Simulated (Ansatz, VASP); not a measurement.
## One calculation of Al, two programs

```
Al
1.0
     0.00000    2.01996    2.01996
     2.01996    0.00000    2.01996
     2.01996    2.01996    0.00000
Al
1
Direct
  0.00000 0.00000 0.00000
```

Alike in both runs: task single point; functional PBE; k mesh 2 × 2 × 2; occupations fermi-dirac, width 0.1 eV; no spin polarisation.

|  | VASP | Ansatz |
| --- | --- | --- |
| version | VASP 6.6.1 | Ansatz 0.2.0 |
| potentials or method | VASP PAW PBE potentials, release 64 (Al) | plane waves (420 eV) with PAW, scalar-relativistic |
| plane-wave cutoff (eV) | 520 | 420 |
| valence electrons in the cell | 3 | 3 |

Ansatz gave:

```
pressure (GPa) : -5.2
```

Task: What did VASP give for the same quantities?

Result: Pressure (GPa): -5.3.

Caveats: the k mesh is coarse (spacing up to 1.35 Å⁻¹), so the values aren't converged.
